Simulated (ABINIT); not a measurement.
**AgBr (Fm-3m): G0W0 in ABINIT against the plane-wave cutoff**

How does the gap of AgBr (Fm-3m) converge in the plane-wave cutoff?

Main program and level: ABINIT 10.8.3; PBE and many-body steps on it, plane waves.

This is a report of a sequence of runs, with most program output left out.

The database entry behind the starting cell differs from later determinations by our own check (about 0.6 % short of the room-temperature cell), so it need not match the best structure at ambient conditions.

### 1. Set-up

Symmetry: Fm-3m, No. 225, cubic system. Conventional cell: a = 5.740 Å, b = 5.740 Å, c = 5.740 Å, α = 90.00°, β = 90.00°, γ = 90.00°. Nearest to Ag lie 6 Br at 2.87 Å. Nearest to Br lie 6 Ag at 2.87 Å. Farther neighbours and most contacts between anions are not listed.

The cell and positions come from the Crystallography Open Database and are kept as given unless a step says otherwise.

### 2. Empty states on the mesh, 4×4×4 mesh, 324 bands

This step: ABINIT 10.8.3; DFT, PBE, plane waves, norm-conserving pseudopotentials.

The sums over transitions need many empty states on a uniform mesh; this step solves for them.

Contents of run.abi:

```
acell 3*1.0 Angstrom
rprim 
  -0.000000000000 2.870150000000 2.870150000000
  2.870150000000 0.000000000000 2.870150000000
  2.870150000000 2.870150000000 0.000000000000
ntypat 2
znucl 47 35
natom 2
typat 1 2
xred 
  0.000000000000 0.000000000000 0.000000000000
  0.500000000000 0.500000000000 0.500000000000
pp_dirpath "pseudos"
pseudos "Ag.upf, Br.upf"
ecut 37
ngkpt 4 4 4
nshiftk 1
shiftk 0 0 0
kptopt 1
chksymbreak 0
irdden 1
istwfk *1
nband 324
prtvol 0
optdriver 6
gwr_task "HDIAGO"
paral_kgb 0
occopt 1
indata_prefix "in"
outdata_prefix "out"
tmpdata_prefix "tmp"
```

The run is started by

```
> OMP_NUM_THREADS=1 mpirun -n 8 abinit run.abi > log
```

Elapsed: 42 s, on 8 MPI ranks of AMD EPYC 7R43, shared host; peak memory 5.7 GiB.

Numbers from this step:

```yaml
gap: 0.6721 eV
k_of_the_valence_top: 0.5, 0, 0
k_of_the_conduction_bottom: 0, 0, 0
least_direct_gap: 2.604 eV
k_points_computed: 8
lowest_point_of_the_top_converged_band_above_the_valence_top: 188.1953 eV
```

On this mesh the gap is 0.672 eV.

The density comes from a self-consistent run that is not shown.

### 3. Empty states on the mesh, 4×4×4 mesh, 97 bands

run.abi: that of step 2 with these lines changed.

```diff
@@ -14,3 +14,3 @@
 pseudos "Ag.upf, Br.upf"
-ecut 37
+ecut 22
 ngkpt 4 4 4
@@ -22,3 +22,3 @@
 istwfk *1
-nband 324
+nband 97
 prtvol 0
```

It took 5.6 s on 8 MPI ranks; peak memory 0.79 GiB; 42 s of CPU time.

This step gave:

```yaml
gap: 0.6684 eV
k_of_the_valence_top: 0.5, 0, 0
k_of_the_conduction_bottom: 0, 0, 0
least_direct_gap: 2.621 eV
k_points_computed: 8
lowest_point_of_the_top_converged_band_above_the_valence_top: 70.3380 eV
```

On this mesh the gap is 0.668 eV.

### 4. Empty states on the mesh, 4×4×4 mesh, 97 bands

run.abi: that of step 3 with these lines changed.

```diff
@@ -14,3 +14,3 @@
 pseudos "Ag.upf, Br.upf"
-ecut 22
+ecut 30
 ngkpt 4 4 4
```

The job ended after 11 s (8 MPI ranks; peak memory 3.2 GiB).

Numbers from this step:

```
gap                                                           : 0.6787 eV
k of the valence top                                          : 0.5, 0, 0
k of the conduction bottom                                    : 0, 0, 0
least direct gap                                              : 2.609 eV
k points computed                                             : 8
lowest point of the top converged band, above the valence top : 70.3716 eV
```

On this mesh the gap is 0.679 eV.

### 5. Empty states on the mesh, 4×4×4 mesh, 97 bands

run.abi: that of step 4 with these lines changed.

```diff
@@ -14,3 +14,3 @@
 pseudos "Ag.upf, Br.upf"
-ecut 30
+ecut 46
 ngkpt 4 4 4
@@ -20,2 +20,3 @@
 chksymbreak 0
+iscf -2
 irdden 1
@@ -23,7 +24,6 @@
 nband 97
+nbdbuf 8
+tolwfr 1e-09
+nstep 60
 prtvol 0
-optdriver 6
-gwr_task "HDIAGO"
-paral_kgb 0
-occopt 1
 indata_prefix "in"
```

Wall time 16 s (8 MPI ranks); peak memory 0.68 GiB.

This step gave:

```yaml
gap: 0.6718 eV
k_of_the_valence_top: 0.5, 0, 0
k_of_the_conduction_bottom: 0, 0, 0
least_direct_gap: 2.604 eV
k_points_computed: 8
lowest_point_of_the_top_converged_band_above_the_valence_top: 70.3705 eV
```

On this mesh the gap is 0.672 eV.

### 6. Screening, 4×4×4 mesh, 89 bands, screening to 163.3 eV

The RPA dielectric matrix is built and inverted for each q.

This step: RPA screening on PBE, plane waves, norm-conserving pseudopotentials.

run.abi: that of step 5 with these lines changed.

```diff
@@ -14,3 +14,3 @@
 pseudos "Ag.upf, Br.upf"
-ecut 46
+ecut 22
 ngkpt 4 4 4
@@ -20,10 +20,11 @@
 chksymbreak 0
-iscf -2
-irdden 1
 istwfk *1
-nband 97
-nbdbuf 8
-tolwfr 1e-09
-nstep 60
-prtvol 0
+occopt 1
+irdwfk 1
+optdriver 3
+nband 89
+ecuteps 6
+inclvkb 2
+awtr 1
+symchi 1
 indata_prefix "in"
```

The job ended after 9 s (8 MPI ranks; peak memory 1 GiB; 69 s of CPU time).

This step gave:

```
ε∞ with local fields, on this mesh, along the program's q direction : 6.847
the same without local fields                                       : 7.396
plasma frequency                                                    : 27.53 eV
plane waves in the screening matrix                                 : 229
```

Local fields lower ε∞ by 7 %. On a Γ-centred mesh this coarse the value itself is usually too large, while a short band sum pulls it down.

### 7. 22 Ha

This step: G0W0 on PBE, plane waves, norm-conserving pseudopotentials.

run.abi: that of step 6 with these lines changed.

```diff
@@ -23,8 +23,17 @@
 irdwfk 1
-optdriver 3
+optdriver 4
 nband 89
+gwcalctyp 0
+ecutsigx 22
+symsigma 1
+nkptgw 2
+kptgw 
+  0.5000000000 0.0000000000 0.0000000000
+  0.0000000000 0.0000000000 0.0000000000
+bdgw 
+  12 15
+  11 17
 ecuteps 6
-inclvkb 2
-awtr 1
-symchi 1
+irdscr 1
+ppmodel 1
 indata_prefix "in"
```

Run time: 6.4 s. Hardware: 8 MPI ranks; peak memory 1.1 GiB.

This step gave:

- G0W0 gap on the points computed: 1.495 eV
- starting gap on the mesh: 0.6684 eV
- k of the valence top: 0.5, 0, 0
- k of the conduction bottom: 0, 0, 0
- Z at the valence top: 0.799
- Z at the conduction bottom: 0.826
- least direct G0W0 gap on the computed points: 3.720 eV

### 8. Screening, 4×4×4 mesh, 89 bands, screening to 163.3 eV

This step: RPA screening on PBE, plane waves, norm-conserving pseudopotentials.

run.abi: that of step 7 with these lines changed.

```diff
@@ -14,3 +14,3 @@
 pseudos "Ag.upf, Br.upf"
-ecut 22
+ecut 30
 ngkpt 4 4 4
@@ -23,17 +23,8 @@
 irdwfk 1
-optdriver 4
+optdriver 3
 nband 89
-gwcalctyp 0
-ecutsigx 22
-symsigma 1
-nkptgw 2
-kptgw 
-  0.5000000000 0.0000000000 0.0000000000
-  0.0000000000 0.0000000000 0.0000000000
-bdgw 
-  12 15
-  11 17
 ecuteps 6
-irdscr 1
-ppmodel 1
+inclvkb 2
+awtr 1
+symchi 1
 indata_prefix "in"
```

The job ended after 12 s (8 MPI ranks; peak memory 1.2 GiB).

Numbers from this step:

```
ε∞ with local fields, on this mesh, along the program's q direction : 6.811
the same without local fields                                       : 7.356
plasma frequency                                                    : 27.53 eV
plane waves in the screening matrix                                 : 229
```

### 9. 30 Ha

The self-energy is evaluated for the states that the input lists, and the levels follow from it, in one-shot runs by the linearised quasiparticle equation.

This step: G0W0 on PBE, plane waves, norm-conserving pseudopotentials.

run.abi: that of step 8 with these lines changed.

```diff
@@ -23,8 +23,17 @@
 irdwfk 1
-optdriver 3
+optdriver 4
 nband 89
+gwcalctyp 0
+ecutsigx 30
+symsigma 1
+nkptgw 2
+kptgw 
+  0.5000000000 0.0000000000 0.0000000000
+  0.0000000000 0.0000000000 0.0000000000
+bdgw 
+  12 15
+  11 17
 ecuteps 6
-inclvkb 2
-awtr 1
-symchi 1
+irdscr 1
+ppmodel 1
 indata_prefix "in"
```

It took 7.1 s on 8 MPI ranks; peak memory 1.2 GiB; 54 s of CPU time.

This step gave:

| Property | Result |
| --- | --- |
| G0W0 gap on the points computed | 1.571 eV |
| starting gap on the mesh | 0.6787 eV |
| k of the valence top | 0.5, 0, 0 |
| k of the conduction bottom | 0, 0, 0 |
| Z at the valence top | 0.799 |
| Z at the conduction bottom | 0.827 |
| least direct G0W0 gap on the computed points | 3.72 eV |

The gap on the mesh goes from 0.68 eV to 1.57 eV, a correction of +0.89 eV.

### 10. Screening, 4×4×4 mesh, 89 bands, screening to 163.3 eV

This step: RPA screening on PBE, plane waves, norm-conserving pseudopotentials.

run.abi: that of step 9 with these lines changed.

```diff
@@ -14,3 +14,3 @@
 pseudos "Ag.upf, Br.upf"
-ecut 30
+ecut 37
 ngkpt 4 4 4
@@ -23,17 +23,8 @@
 irdwfk 1
-optdriver 4
+optdriver 3
 nband 89
-gwcalctyp 0
-ecutsigx 30
-symsigma 1
-nkptgw 2
-kptgw 
-  0.5000000000 0.0000000000 0.0000000000
-  0.0000000000 0.0000000000 0.0000000000
-bdgw 
-  12 15
-  11 17
 ecuteps 6
-irdscr 1
-ppmodel 1
+inclvkb 2
+awtr 1
+symchi 1
 indata_prefix "in"
```

It took 18 s on 8 MPI ranks; peak memory 1.4 GiB; 2.4 min of CPU time.

Numbers from this step:

- ε∞ with local fields, on this mesh, along the program's q direction: 6.818
- the same without local fields: 7.363
- plasma frequency: 27.53 eV
- plane waves in the screening matrix: 229

### 11. 37 Ha

This step: G0W0 on PBE, plane waves, norm-conserving pseudopotentials.

run.abi: that of step 10 with these lines changed.

```diff
@@ -23,8 +23,17 @@
 irdwfk 1
-optdriver 3
+optdriver 4
 nband 89
+gwcalctyp 0
+ecutsigx 37
+symsigma 1
+nkptgw 2
+kptgw 
+  0.5000000000 0.0000000000 0.0000000000
+  0.0000000000 0.0000000000 0.0000000000
+bdgw 
+  12 15
+  11 17
 ecuteps 6
-inclvkb 2
-awtr 1
-symchi 1
+irdscr 1
+ppmodel 1
 indata_prefix "in"
```

Wall time 6.8 s (8 MPI ranks); peak memory 1.5 GiB.

Numbers from this step:

| Item | Value |
| --- | --- |
| G0W0 gap on the points computed | 1.581 eV |
| starting gap on the mesh | 0.6721 eV |
| k of the valence top | 0.5, 0, 0 |
| k of the conduction bottom | 0, 0, 0 |
| least direct G0W0 gap on the computed points | 3.717 eV |

Against the run before, the gap moves by +0.010 eV.

### 12. Screening, 4×4×4 mesh, 89 bands, screening to 163.3 eV

This step: RPA screening on PBE, plane waves, norm-conserving pseudopotentials.

run.abi: that of step 11 with these lines changed.

```diff
@@ -14,3 +14,3 @@
 pseudos "Ag.upf, Br.upf"
-ecut 37
+ecut 46
 ngkpt 4 4 4
@@ -23,17 +23,8 @@
 irdwfk 1
-optdriver 4
+optdriver 3
 nband 89
-gwcalctyp 0
-ecutsigx 37
-symsigma 1
-nkptgw 2
-kptgw 
-  0.5000000000 0.0000000000 0.0000000000
-  0.0000000000 0.0000000000 0.0000000000
-bdgw 
-  12 15
-  11 17
 ecuteps 6
-irdscr 1
-ppmodel 1
+inclvkb 2
+awtr 1
+symchi 1
 indata_prefix "in"
```

The job ended after 17 s (8 MPI ranks; peak memory 1.7 GiB).

Numbers from this step:

* ε∞ with local fields, on this mesh, along the program's q direction: 6.818
* the same without local fields: 7.363
* plasma frequency: 27.53 eV
* plane waves in the screening matrix: 229

### 13. 46 Ha

This step: G0W0 on PBE, plane waves, norm-conserving pseudopotentials.

run.abi: that of step 12 with these lines changed.

```diff
@@ -23,8 +23,17 @@
 irdwfk 1
-optdriver 3
+optdriver 4
 nband 89
+gwcalctyp 0
+ecutsigx 46
+symsigma 1
+nkptgw 2
+kptgw 
+  0.5000000000 0.0000000000 0.0000000000
+  0.0000000000 0.0000000000 0.0000000000
+bdgw 
+  12 15
+  11 17
 ecuteps 6
-inclvkb 2
-awtr 1
-symchi 1
+irdscr 1
+ppmodel 1
 indata_prefix "in"
```

Elapsed: 8.7 s, on 8 MPI ranks; peak memory 1.7 GiB; 67 s of CPU time.

This step gave:

```yaml
g0w0_gap_on_the_points_computed: 1.584 eV
starting_gap_on_the_mesh: 0.6718 eV
k_of_the_valence_top: 0.5, 0, 0
k_of_the_conduction_bottom: 0, 0, 0
least_direct_g0w0_gap_on_the_computed_points: 3.716 eV
```

Against the run before, the gap moves by +0.003 eV.

### 14. Side by side

Times are wall times on 8 MPI ranks of AMD EPYC 7R43, shared host, good to a factor of about two. A run's time includes the screening step that it read.

```csv
run,mesh,bands,screening cutoff (eV),DFT gap (eV),gap on the mesh (eV),direct (eV),ε∞ used,time
22 Ha,4×4×4,89,163.3,0.668,1.495,3.720,6.85,15 s
30 Ha,4×4×4,89,163.3,0.679,1.571,3.720,6.81,19 s
37 Ha,4×4×4,89,163.3,0.672,1.581,3.717,6.82,25 s
46 Ha,4×4×4,89,163.3,0.672,1.584,3.716,6.82,26 s
```

### 15. Results

```json
{"22 Ha": "1.495 eV", "30 Ha": "1.571 eV", "37 Ha": "1.581 eV", "46 Ha": "1.584 eV", "known limits": "not at the basis limit; d shell near the gap, gap tends to lie low; no spin-orbit coupling; coarse k mesh"}
```

**Reading.** The setting moved: plane-wave cutoff. From 22 Ha to 46 Ha the gap moves by +0.09 eV. It holds to 0.03 eV from 30 Ha on. Bands and screening cutoff are coupled, so a series along one setting does not show full convergence. Bands and cutoff are finite, so the gap is not at the basis limit. The miss can reach some tenths of an eV and take either sign; the mesh is an error of its own. In the G0W0 runs levels were corrected at 2 k points alone, so a gap called «on the mesh» is the least over those, and an edge elsewhere would be missed. The 4×4×4 mesh is coarse for this cell, which bears on the long-range parts of exchange and screening. A d shell, filled or nearly so, lies near the gap. One-shot GW converges very slowly in bands there, not always from below, and on a semilocal start the gap tends to come out low; starts rich in exact exchange can overshoot instead. The many-body steps are scalar-relativistic: spin-orbit coupling is not in them.

[Paths, hosts, dates, memory and timing lines, banners, echoed tables and standing remarks are left out of the program output.]

[Logs are printed without paths, hosts, clocks, repeated set-up lines and the standing remarks that a program may print on its own settings, such as how far it seeks lower states.]

[Runs of the session that timed out or met a known fault of the program may be left out.]

[Hosts, paths, dates, database ids (printed as entryN), source tags and the programs' standing remarks are cut or masked in the printed files.]

[G0W0 gaps are taken among the corrected bands and points alone; a level outside them can change the order at an edge.]

[Where Ansatz stands beside ABINIT at settings called matched, ABINIT's density can come from a denser mesh and the files from another edition; pairs whose starting gaps differed by over 0.03 eV were left out, so agreement reads better than it is.]
